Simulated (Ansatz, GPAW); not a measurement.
# Ballistic transport through a Sb chain with a Ge atom bridging one bond, cheap and dear, part 3 of 3

How well does a Sb chain with a Ge atom bridging one bond conduct at low bias, and how far do basis and functional move the answer?

GPAW 26.7.0 and Ansatz 0.2.0; Ansatz plane waves; Landauer transmission by layers, zero bias (the session's first sound run).

So far, transmission at the Fermi level (one spin): step 2 (plane-wave reference (PBE)) 1.97; step 4 (GPAW, dzp, PBE, GPAW) 1.95; step 5 (GPAW, szp: basis = "szp(dzp)", PBE, GPAW) 1.94; step 6 (minimal basis, PBE, GPAW) 1.94; step 7 (LDA in the dzp basis: xc = "LDA") 1.95.

### 10. Grid spacing 0.16, smearing 0.01, potential alignment off: h = 0.16, width = 0.01 and align = false

The real-space grid carries density and potential; a coarse one breaks translation symmetry along the lead and scatters electrons that should pass. Smearing helps the SCF of a metal converge, but it blurs occupations at band edges near the Fermi level. Without the shift, lead and junction are matched by their Fermi levels alone.

This step: GPAW LCAO, PAW setups; Landauer transmission from Green's functions with principal layers (ASE), zero bias (GPAW 26.7.0).

run.py reads:

```python
import json
import numpy as np
from ase import Atoms
from ase.transport.calculators import TransportCalculator
from gpaw import GPAW, FermiDirac
from gpaw.lcao.tools import get_lcao_hamiltonian
from scipy.linalg import eigh

# The junction with lead layers at both ends, along the third cell vector
device = Atoms(
    ['Sb', 'Sb', 'Sb', 'Sb', 'Ge', 'Sb', 'Sb', 'Sb', 'Sb'],
    positions=[
        [4.50000, 4.50000, 1.37500],
        [4.50000, 4.50000, 4.12500],
        [4.50000, 4.50000, 6.87500],
        [4.50000, 4.50000, 9.62500],
        [6.57570, 4.50000, 11.10000],
        [4.50000, 4.50000, 12.57500],
        [4.50000, 4.50000, 15.32500],
        [4.50000, 4.50000, 18.07500],
        [4.50000, 4.50000, 20.82500]],
    cell=[[9.0, 0.0, 0.0], [0.0, 9.0, 0.0], [0.0, 0.0, 22.2]],
    pbc=True)

# One principal layer of the lead: the first 2 atoms of the device
lead = Atoms(
    ['Sb', 'Sb'],
    positions=[
        [4.50000, 4.50000, 1.37500],
        [4.50000, 4.50000, 4.12500]],
    cell=[[9.0, 0.0, 0.0], [0.0, 9.0, 0.0], [0.0, 0.0, 5.5]],
    pbc=True)

settings = dict(mode='lcao', basis='dzp', xc='PBE', h=0.16,
                occupations=FermiDirac(0.01), maxiter=250,
                mixer=dict(beta=0.1, nmaxold=8, weight=100.0),
                convergence=dict(density=0.0001))
energies = np.arange(-3, 3 + 1e-9, 0.075)
eta = 0.0001
n1, n2 = 1, 1
# k and -k transmit alike, so half of the mesh across the current serves
mesh = [(i, j) for i in range(n1) for j in range(n2) if (i, j) <= (-i % n1, -j % n2)]
weights = np.array([1 if (i, j) == (-i % n1, -j % n2) else 2 for i, j in mesh]) / (n1 * n2)

# [... helper functions left out ...]
fermi_lead = ground_state(lead, (1, 1, 20), 'lead.txt')
fermi_device = ground_state(device, (1, 1, 4), 'device.txt')
# [... loop over the mesh left out, but for ...]
        # Lead and device are aligned by their Fermi levels alone
        shift = 0.0
# [...]
kT = 8.617333e-5 * 77
bias = [0.1, 0.2, 0.5, 1.0, 1.5, 2.0]
# [... integrals and printing left out ...]
```

Command:

```console
$ OMP_NUM_THREADS=1 OPENBLAS_NUM_THREADS=2 python run.py
```

Log:

```text
basis functions: device 197, principal layer 46
Fermi level: lead -3.2318 eV, device -2.9165 eV; lead shifted by 0.0000 eV
largest coupling past the next layer 7.85e-05 eV, largest misfit of the first layer 0.180 eV
  E-E_F (eV)   T (one spin)  [channel counts left out]
    -3.000    8.8494e-01
    -2.925    8.8001e-01
    -2.850    8.7490e-01
    -2.775    8.6943e-01
    -2.700    8.6335e-01
    -2.625    8.5636e-01
    -2.550    8.4808e-01
    -2.475    8.3799e-01
    -2.400    8.2535e-01
    -2.325    8.0908e-01
    -2.250    7.8748e-01
    -2.175    7.5779e-01
    -2.100    7.1524e-01
    -2.025    6.5099e-01
    -1.950    5.4791e-01
    -1.875    3.7399e-01
[...]
2.475    9.9151e-01
     2.550    9.9139e-01
     2.625    9.9125e-01
     2.700    9.9108e-01
     2.775    9.9085e-01
     2.850    9.9054e-01
     2.925    9.9011e-01
     3.000    9.8953e-01
conductance at 77 K: 1.914 G0 a cell; thermopower -0.2311 uV/K
current from the zero-bias T(E) at 0.1 V: 14.831 uA
current from the zero-bias T(E) at 0.2 V: 29.667 uA
current from the zero-bias T(E) at 0.5 V: 74.237 uA
current from the zero-bias T(E) at 1.0 V: 148.85 uA
current from the zero-bias T(E) at 1.5 V: 224.17 uA
current from the zero-bias T(E) at 2.0 V: 299.94 uA
```

Run time: 38 s. Hardware: 2 threads of Arm Neoverse V2, shared host; peak memory 1.4 GiB.

This step gave:

```yaml
conductance: 1.914 G₀
largest_coupling_past_the_next_principal_layer: 7.85e-5 eV
largest_misfit_of_the_first_principal_layer: 0.1803 eV
shift_that_aligns_the_lead: 0 eV
transmission_at_the_fermi_level_one_spin: 1.914
```

One spin. Table of transmission, zone mean by energy, zero at the Fermi level:

energy (eV), transmission, zone mean and a bar:
```
    -3.00       0.88 #############
    -2.85       0.87 #############
    -2.70       0.86 ############
    -2.55       0.85 ############
    -2.33       0.81 ############
    -2.17       0.76 ###########
    -2.02       0.65 #########
    -1.88       0.37 #####
    -1.73       0.06 
    -1.57       0.97 ##############
    -1.50       1.94 #############################
    -1.35       1.70 #########################
    -1.20       1.86 ############################
    -1.05       1.91 #############################
    -0.90       1.93 #############################
    -0.75       1.91 ############################
    -0.60       1.88 ############################
    -0.38       1.86 ############################
    -0.23       1.87 ############################
    -0.07       1.90 ############################
     0.00       1.91 #############################
     0.07       1.93 #############################
     0.23       1.97 #############################
     0.38       1.99 ##############################
     0.60       2.01 ##############################
     0.75       2.00 ##############################
     0.90       1.99 ##############################
     1.05       1.97 #############################
     1.20       1.95 #############################
     1.35       1.96 #############################
     1.57       2.00 ##############################
     1.73       1.98 ##############################
     1.88       1.38 ####################
     2.02       0.99 ##############
     2.17       0.99 ##############
     2.33       0.99 ##############
     2.55       0.99 ##############
     2.70       0.99 ##############
     2.85       0.99 ##############
     3.00       0.99 ##############
```

Not self-consistent under bias; the bias window is split evenly. Current through one cell, from the zero-bias transmission against bias:

| bias (V) | current through one cell, from the zero-bias transmission (μA) |
| --- | --- |
| 0.100 | 14.8 |
| 0.200 | 29.7 |
| 0.500 | 74.2 |
| 1.000 | 149 |
| 1.500 | 224 |
| 2.000 | 300 |

The transmission of the three most open eigenchannels by energy, zero at the Fermi level:

| energy (eV) | channel 1 | channel 2 | channel 3 |
| --- | --- | --- | --- |
| -3.00 | 0.885 | 3.8e-11 | 0 |
| -2.77 | 0.869 | 3.8e-11 | 0 |
| -2.55 | 0.848 | 3.7e-11 | 0 |
| -2.40 | 0.825 | 3.7e-11 | 0 |
| -2.17 | 0.758 | 3.7e-11 | 0 |
| -1.95 | 0.548 | 6.5e-10 | 3.7e-11 |
| -1.73 | 0.0573 | 1.1e-8 | 2.2e-10 |
| -1.57 | 0.968 | 2.5e-6 | 3.6e-7 |
| -1.35 | 0.628 | 0.602 | 0.466 |
| -1.12 | 0.874 | 0.687 | 0.335 |
| -0.90 | 0.936 | 0.911 | 0.0804 |
| -0.75 | 0.945 | 0.938 | 0.0241 |
| -0.53 | 0.944 | 0.921 | 1.1e-4 |
| -0.30 | 0.964 | 0.882 | 0.0170 |
| -0.07 | 0.980 | 0.885 | 0.0320 |
| 0.00 | 0.982 | 0.897 | 0.0346 |
| 0.07 | 0.984 | 0.912 | 0.0364 |
| 0.30 | 0.985 | 0.956 | 0.0404 |
| 0.53 | 0.984 | 0.977 | 0.0448 |
| 0.75 | 0.982 | 0.973 | 0.0485 |
| 0.90 | 0.982 | 0.959 | 0.0477 |
| 1.12 | 0.983 | 0.935 | 0.0381 |
| 1.35 | 0.986 | 0.956 | 0.0225 |
| 1.57 | 0.998 | 0.988 | 0.00991 |
| 1.73 | 0.989 | 0.989 | 0.00489 |
| 1.95 | 0.991 | 0.0322 | 9.7e-4 |
| 2.17 | 0.992 | 2.5e-11 | 9.4e-12 |
| 2.40 | 0.992 | 2.7e-11 | 0 |
| 2.55 | 0.991 | 2.6e-11 | 0 |
| 2.77 | 0.991 | 2.6e-11 | 0 |
| 3.00 | 0.990 | 2.5e-11 | 0 |

The conductance, 1.91 G₀, lies 2.0 % below that of the dzp run.

### 11. Potential alignment off, broadening 0.05, temperature 700

Without the shift, lead and junction are matched by their Fermi levels alone. The broadening keeps the Green's functions finite; too large a value absorbs electrons where channels are open and leaks them where none are. Temperature enters only through the Fermi window.

run.py, as its differences from that of step 10:

```diff
@@ -33,4 +33,4 @@
 
-settings = dict(mode='lcao', basis='dzp', xc='PBE', h=0.16,
-                occupations=FermiDirac(0.01), maxiter=250,
+settings = dict(mode='lcao', basis='dzp', xc='PBE', h=0.2,
+                occupations=FermiDirac(0.1), maxiter=250,
                 mixer=dict(beta=0.1, nmaxold=8, weight=100.0),
@@ -38,3 +38,3 @@
 energies = np.arange(-3, 3 + 1e-9, 0.075)
-eta = 0.0001
+eta = 0.05
 n1, n2 = 1, 1
@@ -51,3 +51,3 @@
 # [...]
-kT = 8.617333e-5 * 77
+kT = 8.617333e-5 * 700
 bias = [0.1, 0.2, 0.5, 1.0, 1.5, 2.0]
```

Log:

```text
basis functions: device 197, principal layer 46
Fermi level: lead -3.1685 eV, device -2.9831 eV; lead shifted by 0.0000 eV
largest coupling past the next layer 7.84e-05 eV, largest misfit of the first layer 0.034 eV
  E-E_F (eV)   T (one spin)  [channel counts left out]
    -3.000    7.0791e-01
    -2.925    7.0790e-01
    -2.850    7.0696e-01
    -2.775    7.0502e-01
    -2.700    7.0196e-01
    -2.625    6.9760e-01
    -2.550    6.9165e-01
    -2.475    6.8373e-01
    -2.400    6.7326e-01
    -2.325    6.5941e-01
    -2.250    6.4092e-01
    -2.175    6.1582e-01
    -2.100    5.8096e-01
    -2.025    5.3122e-01
    -1.950    4.5830e-01
    -1.875    3.5053e-01
[...]
2.475    8.2298e-01
     2.550    8.2218e-01
     2.625    8.2119e-01
     2.700    8.1999e-01
     2.775    8.1856e-01
     2.850    8.1686e-01
     2.925    8.1484e-01
     3.000    8.1242e-01
conductance at 700 K: 1.3858 G0 a cell; thermopower -2.012 uV/K
current from the zero-bias T(E) at 0.1 V: 10.736 uA
current from the zero-bias T(E) at 0.2 V: 21.467 uA
current from the zero-bias T(E) at 0.5 V: 53.582 uA
current from the zero-bias T(E) at 1.0 V: 106.59 uA
current from the zero-bias T(E) at 1.5 V: 158.64 uA
current from the zero-bias T(E) at 2.0 V: 209.54 uA
```

It took 22 s on 2 threads; peak memory 0.77 GiB.

The run finished with changed settings (align = false, eta = 0.05 and temperature = 700); it serves as a test.

Side by side:

| quantity | this run | sound run | difference |
| --- | --- | --- | --- |
| conductance (G₀) | 1.3858 | 1.9532 | -0.567 |
| largest misfit of the first principal layer (eV) | 0.033998 | 0.028044 | 0.00595 |
| shift that aligns the lead (eV) | 0 | -0.019881 | 0.0199 |
| transmission at the Fermi level (one spin) | 1.3874 | 1.9533 | -0.566 |

One result that differs is the conductance, 1.39 G₀ against 1.95 G₀.

### 12. Results

| Quantity | Value |
| --- | --- |
| conductance | 1.95 G₀ |
| transmission at the Fermi level, mean of the spins | 1.95 |
| thermopower | about 0 (under 1.5 μV/K) |

In the dzp basis the junction conducts 1.95 G₀ at 77 K, with T = 1.95 a spin at the Fermi level; the sz basis reaches that conductance within 10 %. Plane waves (PBE) give T = 1.97 there. At the Fermi level the three most open eigenchannels pass 0.97, 0.94 and 0.035. Measured against the first run (pw-pbe), the nearest curve is that of dzp-LDA (r.m.s. 0.094) and the farthest that of sz (0.21). Over the compared runs wall time goes from 14 s (sz) to 136 s (pw-low), on a shared host. The geometry was built from estimated bond lengths and not relaxed, so the numbers describe this model structure. Spin-orbit coupling is left out, which matters for the heavy atoms here. An evenly spaced straight chain is an idealisation: free chains tend to dimerise, zigzag or, where a band edge lies near the Fermi level, turn magnetic. The currents use the zero-bias T(E) throughout, which holds only while the bias is small against the distance to the nearest feature. The energy step is wider than the thermal energy, so the conductance and thermopower rest on interpolation of T(E).

[Logs are printed without paths, hosts, clocks, repeated set-up lines and the standing remarks that a program may print on its own settings, such as how far it seeks lower states.]

[Hosts, paths, dates, database ids (printed as entryN), source tags and the programs' standing remarks are cut or masked in the printed files.]
